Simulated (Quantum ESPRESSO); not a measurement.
# MnO2 (P-3m1) in Quantum ESPRESSO: equation of state

How stiff is MnO2 in PBEsol, and what volume does it want? The cell is scaled to several volumes.

Program: Quantum ESPRESSO 7.5. These are calculated values, not measurements. Logs are shortened: lines on timing, memory, paths and dates and some standing lists are left out, and cuts for length are marked.

### 1 The crystal as given

The structure is trigonal, space group P-3m1 (No. 164). The conventional cell has a = 2.857 Å, b = 2.857 Å, c = 4.601 Å, α = 90.00°, β = 90.00°, γ = 120.00°. Mn (site symmetry -3m) is surrounded by 6 O at 1.90 Å. O (site symmetry 3m) has 3 Mn at 1.90 Å as nearest neighbours.

Measurements of this composition are mostly on another form, of space group No. 136.

### 2 Single point, PBEsol, collinear spin, ferromagnetic start, 10.19 Å³/atom

The input, pw.in:

```
&CONTROL
  calculation = 'scf'
  prefix = 'pwscf'
  outdir = './tmp'
  pseudo_dir = './pseudo'
  tstress = .true.
  disk_io = 'nowf'
/
&SYSTEM
  ibrav = 0
  nat = 3
  ntyp = 2
  ecutwfc = 45
  ecutrho = 360
  nbnd = 24
  occupations = 'smearing'
  smearing = 'fd'
  degauss = 0.00367493
  nspin = 2
  starting_magnetization(1) = 0.2667
  starting_magnetization(2) = 0
/
&ELECTRONS
  conv_thr = 6d-10
  electron_maxstep = 120
  mixing_beta = 0.3
/
ATOMIC_SPECIES
Mn    54.9380 mn_pbesol_v1.5.uspp.F.UPF
O     15.9990 o_pbesol_v1.2.uspp.F.UPF
CELL_PARAMETERS angstrom
   2.7982643040    0.0000000000    0.0000000000
  -1.3991321520    2.4233679738    0.0000000000
   0.0000000000    0.0000000000    4.5074421091
ATOMIC_POSITIONS crystal
Mn     0.0000000000    0.0000000000    0.5000000000
O      0.3333333333    0.6666666667    0.7062925700
O      0.6666666667    0.3333333333    0.2937074300
K_POINTS automatic
11 11 6 0 0 0
```

Potentials or basis: GBRV 1.5 PBEsol.

On the command line:

```console
> OMP_NUM_THREADS=1 mpirun -n 2 pw.x -nk 2 -in pw.in > pw.out
```

pw.out:

```text
This program is part of the open-source Quantum ESPRESSO suite
     for quantum simulation of materials; please cite
         "P. Giannozzi et al., J. Phys.:Condens. Matter 21 395502 (2009);
         "P. Giannozzi et al., J. Phys.:Condens. Matter 29 465901 (2017);
         "P. Giannozzi et al., J. Chem. Phys. 152 154105 (2020);
     in publications or presentations arising from this work. More details at

     Message from routine setup:
     using ibrav=0 with symmetry is DISCOURAGED, use correct ibrav instead

     K-points division:     npool     =       2
     Subspace diagonalization in iterative solution of the eigenvalue problem:
     a serial algorithm will be used

     G-vector sticks info
     --------------------
     sticks:   dense  smooth     PW     G-vecs:    dense   smooth      PW
     Sum         685     349    109                23727     8389    1485

     Using Slab Decomposition

     bravais-lattice index     =            0
     lattice parameter (alat)  =       5.2880  a.u.
     unit-cell volume          =     206.2694 (a.u.)^3
     number of atoms/cell      =            3
     number of atomic types    =            2
     number of electrons       =        27.00
     number of Kohn-Sham states=           24
     kinetic-energy cutoff     =      45.0000  Ry
     charge density cutoff     =     360.0000  Ry
     scf convergence threshold =      6.0E-10
     mixing beta               =       0.3000
     number of iterations used =            8  plain     mixing
     Exchange-correlation= SLA  PW   PSX  PSC
                           (   1   4  10   8   0   0   0)

     celldm(1)=   5.287953  celldm(2)=   0.000000  celldm(3)=   0.000000
     celldm(4)=   0.000000  celldm(5)=   0.000000  celldm(6)=   0.000000

     crystal axes: (cart. coord. in units of alat)
               a(1) = (   1.000000   0.000000   0.000000 )
               a(2) = (  -0.500000   0.866025   0.000000 )
               a(3) = (   0.000000   0.000000   1.610799 )

     reciprocal axes: (cart. coord. in units 2 pi/alat)
               b(1) = (  1.000000  0.577350 -0.000000 )
               b(2) = (  0.000000  1.154701  0.000000 )
               b(3) = (  0.000000 -0.000000  0.620810 )

     PseudoPot. # 1 for Mn read from file:
     mn_pbesol_v1.5.uspp.F.UPF
     Pseudo is Ultrasoft + core correction, Zval = 15.0
     Generated by new atomic code, or converted to UPF format
     Using radial grid of  859 points,  6 beta functions with:
                l(1) =   0
                l(2) =   0
                l(3) =   1
                l(4) =   1
                l(5) =   2
                l(6) =   2
     Q(r) pseudized with  8 coefficients,  rinner =    0.950   0.950   0.950
                                                       0.950   0.950

     PseudoPot. # 2 for O  read from file:
     o_pbesol_v1.2.uspp.F.UPF
     Pseudo is Ultrasoft + core correction, Zval =  6.0
     Generated by new atomic code, or converted to UPF format
     Using radial grid of  737 points,  5 beta functions with:
                l(1) =   0
                l(2) =   0
                l(3) =   1
                l(4) =   1
                l(5) =   2
     Q(r) pseudized with  8 coefficients,  rinner =    0.900   0.900   0.900
                                                       0.900   0.900

     atomic species   valence    mass     pseudopotential
     Mn               15.00    54.93800     Mn( 1.00)
     O                 6.00    15.99900     O ( 1.00)

     Starting magnetic structure
     atomic species   magnetization
     Mn              0.267
     O               0.000

     12 Sym. Ops., with inversion, found

   Cartesian axes

     site n.     atom                  positions (alat units)
         1        Mn     tau(   1) = (   0.0000000   0.0000000   0.8053996  )
         2        O      tau(   2) = (  -0.0000000   0.5773503   1.1376956  )
         3        O      tau(   3) = (   0.5000000   0.2886751   0.4731037  )

     number of k points=    84  Fermi-Dirac smearing, width (Ry)=  0.0037
                       cart. coord. in units 2pi/alat
        k(    1) = (   0.0000000   0.0000000   0.0000000), wk =   0.0013774
        k(    2) = (   0.0000000   0.0000000   0.1034683), wk =   0.0027548
        k(    3) = (   0.0000000   0.0000000   0.2069366), wk =   0.0027548
        k(    4) = (   0.0000000   0.0000000  -0.3104049), wk =   0.0013774
        k(    5) = (   0.0000000   0.1049728   0.0000000), wk =   0.0082645
        k(    6) = (   0.0000000   0.1049728   0.1034683), wk =   0.0082645
[... 76 lines left out ...]
        k(   83) = (  -0.1818182   0.5248639  -0.1034683), wk =   0.0165289
        k(   84) = (  -0.1818182   0.5248639  -0.2069366), wk =   0.0165289

     Dense  grid:    23727 G-vectors     FFT dimensions: (  32,  32,  54)

     Smooth grid:     8389 G-vectors     FFT dimensions: (  24,  24,  40)

     Check: negative core charge=   -0.000013
[... 26 lines left out ...]
     estimated scf accuracy    <       1.49186872 Ry

     total magnetization       =     2.71 Bohr mag/cell
     absolute magnetization    =     2.72 Bohr mag/cell

     iteration #  3     ecut=    45.00 Ry     beta= 0.30
     Davidson diagonalization with overlap
     ethr =  5.53E-03,  avg # of iterations =  1.0

     total energy              =    -275.56378964 Ry
     estimated scf accuracy    <       0.16007918 Ry

     total magnetization       =     3.00 Bohr mag/cell
     absolute magnetization    =     3.09 Bohr mag/cell

     iteration #  4     ecut=    45.00 Ry     beta= 0.30
     Davidson diagonalization with overlap
     ethr =  5.93E-04,  avg # of iterations =  1.5

     total energy              =    -275.59580118 Ry
     estimated scf accuracy    <       0.07478679 Ry

     total magnetization       =     3.00 Bohr mag/cell
     absolute magnetization    =     3.03 Bohr mag/cell

     iteration #  5     ecut=    45.00 Ry     beta= 0.30
     Davidson diagonalization with overlap
     ethr =  2.77E-04,  avg # of iterations =  1.0

     total energy              =    -275.60451898 Ry
     estimated scf accuracy    <       0.00071912 Ry

     total magnetization       =     3.00 Bohr mag/cell
     absolute magnetization    =     3.04 Bohr mag/cell

     iteration #  6     ecut=    45.00 Ry     beta= 0.30
     Davidson diagonalization with overlap
     ethr =  2.66E-06,  avg # of iterations =  3.4

     total energy              =    -275.60440354 Ry
     estimated scf accuracy    <       0.00204091 Ry

     total magnetization       =     3.00 Bohr mag/cell
     absolute magnetization    =     3.03 Bohr mag/cell

     iteration #  7     ecut=    45.00 Ry     beta= 0.30
     Davidson diagonalization with overlap
     ethr =  2.66E-06,  avg # of iterations =  1.5

     total energy              =    -275.60458571 Ry
     estimated scf accuracy    <       0.00011677 Ry

     total magnetization       =     3.00 Bohr mag/cell
     absolute magnetization    =     3.03 Bohr mag/cell

     iteration #  8     ecut=    45.00 Ry     beta= 0.30
     Davidson diagonalization with overlap
     ethr =  4.32E-07,  avg # of iterations =  1.0

     total energy              =    -275.60458343 Ry
     estimated scf accuracy    <       0.00009401 Ry

     total magnetization       =     3.00 Bohr mag/cell
     absolute magnetization    =     3.03 Bohr mag/cell

     iteration #  9     ecut=    45.00 Ry     beta= 0.30
     Davidson diagonalization with overlap
     ethr =  3.48E-07,  avg # of iterations =  1.0

     total energy              =    -275.60458725 Ry
     estimated scf accuracy    <       0.00001412 Ry

     total magnetization       =     3.00 Bohr mag/cell
     absolute magnetization    =     3.03 Bohr mag/cell

     iteration # 10     ecut=    45.00 Ry     beta= 0.30
     Davidson diagonalization with overlap
     ethr =  5.23E-08,  avg # of iterations =  1.2

     total energy              =    -275.60458976 Ry
     estimated scf accuracy    <       0.00000018 Ry

     total magnetization       =     3.00 Bohr mag/cell
     absolute magnetization    =     3.03 Bohr mag/cell

     iteration # 11     ecut=    45.00 Ry     beta= 0.30
     Davidson diagonalization with overlap
     ethr =  6.85E-10,  avg # of iterations =  2.0

     total energy              =    -275.60458997 Ry
     estimated scf accuracy    <       0.00000021 Ry

     total magnetization       =     3.00 Bohr mag/cell
     absolute magnetization    =     3.03 Bohr mag/cell

     iteration # 12     ecut=    45.00 Ry     beta= 0.30
     Davidson diagonalization with overlap
     ethr =  6.85E-10,  avg # of iterations =  1.4

     total energy              =    -275.60459010 Ry
     estimated scf accuracy    <          1.8E-09 Ry

     total magnetization       =     3.00 Bohr mag/cell
     absolute magnetization    =     3.03 Bohr mag/cell

     iteration # 13     ecut=    45.00 Ry     beta= 0.30
     Davidson diagonalization with overlap
     ethr =  6.81E-12,  avg # of iterations =  2.0

     total energy              =    -275.60459014 Ry
     estimated scf accuracy    <          2.4E-09 Ry

     total magnetization       =     3.00 Bohr mag/cell
     absolute magnetization    =     3.03 Bohr mag/cell

     iteration # 14     ecut=    45.00 Ry     beta= 0.30
     Davidson diagonalization with overlap
     ethr =  6.81E-12,  avg # of iterations =  1.5

     Magnetic moment per site  (integrated on atomic sphere of radius R)
     atom   1 (R=0.275)  charge= 11.6482  magn=  2.4390
     atom   2 (R=0.275)  charge=  5.1685  magn=  0.0672
     atom   3 (R=0.275)  charge=  5.1685  magn=  0.0672

     End of self-consistent calculation

     Number of k-points >= 100: set verbosity='high' to print the bands.

     the Fermi energy is     9.2424 ev

!    total energy              =    -275.60459017 Ry
     estimated scf accuracy    <          1.8E-11 Ry
     smearing contrib. (-TS)   =      -0.00000706 Ry
     internal energy E=F+TS    =    -275.60458311 Ry

     The total energy is F=E-TS. E is the sum of the following terms:
     one-electron contribution =    -187.55991847 Ry
     hartree contribution      =     105.68889754 Ry
     xc contribution           =     -40.71000205 Ry
     ewald contribution        =    -153.02356013 Ry

     total magnetization       =     3.00 Bohr mag/cell
     absolute magnetization    =     3.03 Bohr mag/cell

     convergence has been achieved in  14 iterations

     Computing stress (Cartesian axis) and pressure

          total   stress  (Ry/bohr**3)                   (kbar)     P=      124.59
   0.00093796  -0.00000000  -0.00000000          137.98       -0.00       -0.00
  -0.00000000   0.00093796  -0.00000000           -0.00      137.98       -0.00
  -0.00000000  -0.00000000   0.00066492           -0.00       -0.00       97.81

=------------------------------------------------------------------------------=
   JOB DONE.
=------------------------------------------------------------------------------=
```

Run time: 45 s. Hardware: 2 MPI ranks of Arm Neoverse V1, shared host; peak memory 0.26 GiB.

Results:

```
Free energy                                           : -3749.7915 eV
Pressure                                              : 12.5 GPa
Band gap on the k mesh                                : 0.50 eV, indirect (least direct gap 0.54 eV)
Net moment                                            : 3.00 μB per cell
Absolute moment                                       : 3.03 μB per cell
Site moments                                          : Mn +2.44; O +0.07 μB
Valence electrons inside the program's atomic spheres : Mn 11.65; O 5.17
```

Caveat: an odd mesh through Γ misses points on the zone boundary, where band edges often lie; a cell with one magnetic atom can't hold antiferromagnetic order, which such compounds often take.

### 3 Single point, PBEsol, collinear spin, ferromagnetic start, 10.41 Å³/atom

pw.in: that of step 2 with these lines changed.

```diff
@@ -31,5 +31,5 @@
 CELL_PARAMETERS angstrom
-   2.7982643040    0.0000000000    0.0000000000
-  -1.3991321520    2.4233679738    0.0000000000
-   0.0000000000    0.0000000000    4.5074421091
+   2.8179710399    0.0000000000    0.0000000000
+  -1.4089855200    2.4404345078    0.0000000000
+   0.0000000000    0.0000000000    4.5391857050
 ATOMIC_POSITIONS crystal
```

Potentials or basis: GBRV 1.5 PBEsol.

On the command line:

```console
> OMP_NUM_THREADS=1 mpirun -n 2 pw.x -nk 2 -in pw.in > pw.out
```

Wall time 46 s (2 MPI ranks of Arm Neoverse V1, shared host); peak memory 0.26 GiB.

Results (log left out):

* Free energy: -3749.8322 eV
* Pressure: 7.2 GPa
* Band gap on the k mesh: 0.58 eV, indirect (least direct gap 0.63 eV)
* Net moment: 3.00 μB per cell
* Absolute moment: 3.03 μB per cell
* Site moments: Mn +2.46; O +0.06 μB
* Valence electrons inside the program's atomic spheres: Mn 11.68; O 5.19

Caveat: an odd mesh through Γ misses points on the zone boundary, where band edges often lie; a cell with one magnetic atom can't hold antiferromagnetic order, which such compounds often take.

### 4 Single point, PBEsol, collinear spin, ferromagnetic start, 10.62 Å³/atom

pw.in: that of step 3 with these lines changed.

```diff
@@ -31,5 +31,5 @@
 CELL_PARAMETERS angstrom
-   2.8179710399    0.0000000000    0.0000000000
-  -1.4089855200    2.4404345078    0.0000000000
-   0.0000000000    0.0000000000    4.5391857050
+   2.8374059371    0.0000000000    0.0000000000
+  -1.4187029685    2.4572656224    0.0000000000
+   0.0000000000    0.0000000000    4.5704914233
 ATOMIC_POSITIONS crystal
```

On the command line:

```console
> OMP_NUM_THREADS=1 mpirun -n 2 pw.x -nk 2 -in pw.in > pw.out
```

Wall time 50 s (2 MPI ranks of Arm Neoverse V1, shared host); peak memory 0.3 GiB.

The run converged. Its results:

| Item | Value |
| --- | --- |
| Free energy | -3749.8527 eV |
| Pressure | 2.6 GPa |
| Band gap on the k mesh | 0.66 eV, indirect (least direct gap 0.71 eV) |
| Net moment | 3.00 μB per cell |
| Absolute moment | 3.04 μB per cell |
| Site moments | Mn +2.49; O +0.05 μB |
| Valence electrons inside the program's atomic spheres | Mn 11.71; O 5.21 |

Caveat: an odd mesh through Γ misses points on the zone boundary, where band edges often lie; a cell with one magnetic atom can't hold antiferromagnetic order, which such compounds often take.

### 5 Single point, PBEsol, collinear spin, ferromagnetic start, 10.84 Å³/atom

pw.in: that of step 4 with these lines changed.

```diff
@@ -31,5 +31,5 @@
 CELL_PARAMETERS angstrom
-   2.8374059371    0.0000000000    0.0000000000
-  -1.4187029685    2.4572656224    0.0000000000
-   0.0000000000    0.0000000000    4.5704914233
+   2.8565781804    0.0000000000    0.0000000000
+  -1.4282890902    2.4738692722    0.0000000000
+   0.0000000000    0.0000000000    4.6013740589
 ATOMIC_POSITIONS crystal
```

On the command line:

```console
> OMP_NUM_THREADS=1 mpirun -n 2 pw.x -nk 2 -in pw.in > pw.out
```

It took 50 s on 2 MPI ranks of Arm Neoverse V1, shared host; peak memory 0.3 GiB.

Results (log left out):

| Item | Value |
| --- | --- |
| Free energy | -3749.8553 eV |
| Pressure | -1.6 GPa |
| Band gap on the k mesh | 0.74 eV, indirect (least direct gap 0.80 eV) |
| Net moment | 3.00 μB per cell |
| Absolute moment | 3.05 μB per cell |
| Site moments | Mn +2.52; O +0.04 μB |
| Valence electrons inside the program's atomic spheres | Mn 11.74; O 5.23 |

Caveat: an odd mesh through Γ misses points on the zone boundary, where band edges often lie; a cell with one magnetic atom can't hold antiferromagnetic order, which such compounds often take.

### 6 Single point, PBEsol, collinear spin, ferromagnetic start, 11.06 Å³/atom

pw.in: that of step 5 with these lines changed.

```diff
@@ -31,5 +31,5 @@
 CELL_PARAMETERS angstrom
-   2.8565781804    0.0000000000    0.0000000000
-  -1.4282890902    2.4738692722    0.0000000000
-   0.0000000000    0.0000000000    4.6013740589
+   2.8754964680    0.0000000000    0.0000000000
+  -1.4377482340    2.4902529899    0.0000000000
+   0.0000000000    0.0000000000    4.6318476229
 ATOMIC_POSITIONS crystal
```

Potentials or basis: GBRV 1.5 PBEsol.

On the command line:

```console
> OMP_NUM_THREADS=1 mpirun -n 2 pw.x -nk 2 -in pw.in > pw.out
```

Wall time 50 s (2 MPI ranks of Arm Neoverse V1, shared host); peak memory 0.3 GiB.

The run converged. Its results:

```
Free energy                                           : -3749.8418 eV
Pressure                                              : -5.3 GPa
Band gap on the k mesh                                : 0.81 eV, indirect (least direct gap 0.87 eV)
Net moment                                            : 3.00 μB per cell
Absolute moment                                       : 3.07 μB per cell
Site moments                                          : Mn +2.54; O +0.03 μB
Valence electrons inside the program's atomic spheres : Mn 11.77; O 5.24
```

Caveat: an odd mesh through Γ misses points on the zone boundary, where band edges often lie; a cell with one magnetic atom can't hold antiferromagnetic order, which such compounds often take.

### 7 Single point, PBEsol, collinear spin, ferromagnetic start, 11.27 Å³/atom

pw.in: that of step 6 with these lines changed.

```diff
@@ -31,5 +31,5 @@
 CELL_PARAMETERS angstrom
-   2.8754964680    0.0000000000    0.0000000000
-  -1.4377482340    2.4902529899    0.0000000000
-   0.0000000000    0.0000000000    4.6318476229
+   2.8941690462    0.0000000000    0.0000000000
+  -1.4470845231    2.5064239170    0.0000000000
+   0.0000000000    0.0000000000    4.6619253983
 ATOMIC_POSITIONS crystal
```

On the command line:

```console
> OMP_NUM_THREADS=1 mpirun -n 2 pw.x -nk 2 -in pw.in > pw.out
```

It took 50 s on 2 MPI ranks of Arm Neoverse V1, shared host; peak memory 0.3 GiB.

The run converged. Its results:

* Free energy: -3749.8140 eV
* Pressure: -8.7 GPa
* Band gap on the k mesh: 0.89 eV, indirect (least direct gap 0.95 eV)
* Net moment: 3.00 μB per cell
* Absolute moment: 3.09 μB per cell
* Site moments: Mn +2.57; O +0.02 μB
* Valence electrons inside the program's atomic spheres: Mn 11.79; O 5.26

Caveat: an odd mesh through Γ misses points on the zone boundary, where band edges often lie; a cell with one magnetic atom can't hold antiferromagnetic order, which such compounds often take.

### 8 Single point, PBEsol, collinear spin, ferromagnetic start, 11.49 Å³/atom

pw.in: that of step 7 with these lines changed.

```diff
@@ -31,5 +31,5 @@
 CELL_PARAMETERS angstrom
-   2.8941690462    0.0000000000    0.0000000000
-  -1.4470845231    2.5064239170    0.0000000000
-   0.0000000000    0.0000000000    4.6619253983
+   2.9126037410    0.0000000000    0.0000000000
+  -1.4563018705    2.5223888309    0.0000000000
+   0.0000000000    0.0000000000    4.6916199912
 ATOMIC_POSITIONS crystal
```

On the command line:

```console
> OMP_NUM_THREADS=1 mpirun -n 2 pw.x -nk 2 -in pw.in > pw.out
```

Run time: 47 s. Hardware: 2 MPI ranks of Arm Neoverse V1, shared host; peak memory 0.3 GiB.

The run converged. Its results:

| Item | Value |
| --- | --- |
| Free energy | -3749.7734 eV |
| Pressure | -11.6 GPa |
| Band gap on the k mesh | 0.95 eV, indirect (least direct gap 1.02 eV) |
| Net moment | 3.00 μB per cell |
| Absolute moment | 3.12 μB per cell |
| Site moments | Mn +2.59; O +0.01 μB |
| Valence electrons inside the program's atomic spheres | Mn 11.82; O 5.28 |

Caveat: an odd mesh through Γ misses points on the zone boundary, where band edges often lie; a cell with one magnetic atom can't hold antiferromagnetic order, which such compounds often take.

### 9 Equation of state, PBEsol, collinear spin, ferromagnetic start

Potentials or basis: GBRV 1.5 PBEsol.

No new run: the results of the series are fitted here.

Results:

- Equilibrium volume: 10.76 Å³/atom
- Bulk modulus at fixed shape and positions: 204 GPa
- Pressure derivative of the bulk modulus: 4.6

Energy against volume, from the lowest point:
```
volume (Å³/atom)  energy (meV/atom)
          10.189              21.27
          10.405               7.70
          10.622               0.85
          10.839               0.00
          11.056               4.50
          11.273              13.75
          11.489              27.29
```

Caveat: the cell was scaled at fixed shape and fractional positions, which overstates the stiffness of a crystal with free parameters, most of all of layers and chains.
